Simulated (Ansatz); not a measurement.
# CdO: a single-point run

Aim: a sound single-point run of CdO. The structure is shown as the input types it.

Method: density functional or hybrid calculation with the settings of its input, plane waves (as first typed), in Ansatz 0.2.0.

2 further runs of the same task are left out: 2 that didn't finish.

### Step 1. Starting point

Symmetry: Fm-3m, No. 225, cubic system. The conventional cell has a = 4.706 Å, b = 4.706 Å, c = 4.706 Å, α = 90.00°, β = 90.00°, γ = 90.00°. Around Cd (site symmetry m-3m) lie 6 O at 2.35 Å. O (site symmetry m-3m) is surrounded by 6 Cd at 2.35 Å.

Coordinates:

```cif
data_structure
_symmetry_space_group_name_H-M 'P 1'
_symmetry_Int_Tables_number 1
_cell_length_a 3.3277
_cell_length_b 3.3277
_cell_length_c 3.3277
_cell_angle_alpha 60.000
_cell_angle_beta 60.000
_cell_angle_gamma 60.000
_cell_volume 26.06
loop_
_atom_site_label
_atom_site_type_symbol
_atom_site_fract_x
_atom_site_fract_y
_atom_site_fract_z
_atom_site_occupancy
Cd1 Cd 0.00000 0.00000 0.00000 1
O1 O 0.50000 0.50000 0.50000 1
```

### Step 2. The calculation

Contents of input.yaml:

```yaml
crystal:
  lattice:
    - [0.0, 2.3530040406, 2.3530040406]
    - [2.3530040406, 0.0, 2.3530040406]
    - [2.3530040406, 2.3530040406, 0.0]
  atoms:
    - { symbol: Cd, position: [0.0, 0.0, 0.0] }
    - { symbol: O, position: [0.5, 0.5, 0.5] }
kpoints:
  mp_grid: { grid: [6, 6, 6] }
hamiltonian:
  xc: r2scan
scf:
  occupations: { method: fermi_dirac, width: 0.02 }
  n_extra_bands: 4
  convergence: { dr2_threshold: 0.01 }
  max_iter: 70
output:
  forces: true
  stress: true
  eigenvalues: true
```

The run is started by

```console
$ ansatz run input.yaml --threads 4 --pin off --max-ram 3686MiB --backend cpu --events-out ev --progress --plain --runs-dir out
```

**Question.** How will this run end, and is anything wrong with its input?

The program finished normally, with warnings (force scf threshold loose, stress scf threshold loose). Its log warns: «scf.convergence.dr2_threshold = 1e-2 eV is looser than this run's default, which is 1e-7 eV or tighter. The error in the forces grows as the threshold's square root ...»

The threshold asked is loose, but the program put off the close and ended at dr2 = 9.9e-7, so little accuracy was lost here.

The test: delete scf.convergence.dr2_threshold (the default then holds).
